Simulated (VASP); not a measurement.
# PbS: RPA energy

PbS, R3m (no. 160), 2 atoms in the cell. PBE, RPA; PAW potentials Pb_d_GW, S_GW (PBE set).

Procedure: all-in-one.

## Input

INCAR.step1:
```
SYSTEM = PbS
ALGO = Normal
EDIFF = 1E-8
ENCUT = 300
GGA = PE
ISMEAR = 0
LASPH = .TRUE.
LCHARG = .FALSE.
LREAL = .FALSE.
LWAVE = .TRUE.
PREC = Accurate
SIGMA = 0.05
```

INCAR.step2:
```
SYSTEM = PbS
ALGO = G0W0R
EDIFF = 1E-8
ENCUT = 300
GGA = PE
ISMEAR = 0
LASPH = .TRUE.
LCHARG = .FALSE.
LFOCKSTD = .TRUE.
LOPTICS = .TRUE.
LREAL = .FALSE.
LSINGLES = .TRUE.
LWAVE = .FALSE.
MAXMEM = 3000
NATURALO = 2
NOMEGA = 12
PREC = Accurate
SIGMA = 0.05
```

KPOINTS:
```
k-points
0
Gamma
  2 2 2
```

POSCAR:
```
PbS
1.0
    2.1126617058      1.2197458045      3.4519162518
   -2.1126617058      1.2197458045      3.4519162518
    0.0000000000     -2.4394916091      3.4519162518
Pb S
1 1
Direct
    0.9805657800      0.9805657800      0.9805657800
    0.4750355500      0.4750355500      0.4750355500
```

Commands (each step's output is kept before the next begins):
```
cat potpaw_PBE.64/Pb_d_GW/POTCAR potpaw_PBE.64/S_GW/POTCAR > POTCAR
cp INCAR.step1 INCAR
mpirun -np 4 vasp_std > vasp.out
cp INCAR.step2 INCAR
mpirun -np 4 vasp_std > vasp.out
```

## Result

- RPA correlation energy, extrapolated (eV): -42.320
- Correlation energy at the largest cutoff (eV): -40.665
- Total energy with exact exchange and no correlation (eV): -20.128
- Total energy in the RPA (eV): -62.448
- Singles (eV): -3.366
- Renormalised singles (eV): -3.380
- GW singles (eV): -2.560
- Gap of the starting orbitals on the mesh (eV): 0.23

Correlation energy against the response cutoff (eV per cell); the program extrapolates from these:

| ENCUTGW (eV) | Correlation energy |
|---|---|
| 200 | -40.66 |
| 190.5 | -40.54 |
| 181.4 | -40.41 |
| 172.8 | -40.27 |
| 164.5 | -40.11 |
| 156.7 | -39.93 |
| 149.2 | -39.75 |
| 142.1 | -39.57 |

Limits: The cell's absolute correlation energy isn't converged; only differences at like settings carry meaning.

VASP 6.6.1 took 84 s on 4 cores (Intel Xeon 6975P-C (Granite Rapids)), a shared host.
